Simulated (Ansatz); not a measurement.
Space group R-3m:H (No. 166). a = 4.322 Å, b = 4.322 Å, c = 11.060 Å, α = 90.00°, β = 90.00°, γ = 120.00°
```tsv
atom	site	symmetry	x	y	z
Sb	6c	3m	0.3333	0.6667	0.9024
```

Equation of state of this Sb structure (not necessarily the ground state), with shape and atoms relaxed at each volume where symmetry leaves them free. It has no gap at any of these volumes. Theory: Ansatz 0.2.0, DFT PBEsol, scalar-relativistic, plane waves, PAW.

Settings: cutoff 420 eV, Γ-centred mesh 12×12×12 on the computed 2-atom cell, Gaussian smearing of 0.10 eV; no spin polarisation.

```csv
V (Å³/atom),E − E(largest V) (meV/atom),P (GPa)
28.032,4.47,3.14
28.927,-8.42,1.43
29.822,-12.43,0.00
30.716,-9.09,-1.19
31.611,0.00,-2.07
```

Fit a third-order Birch–Murnaghan equation to E(V).

V0 = 29.83 Å³/atom, B0 = 43 GPa, B0' = 6.1.

Spin-orbit coupling is left out, which matters for the bands of heavy elements.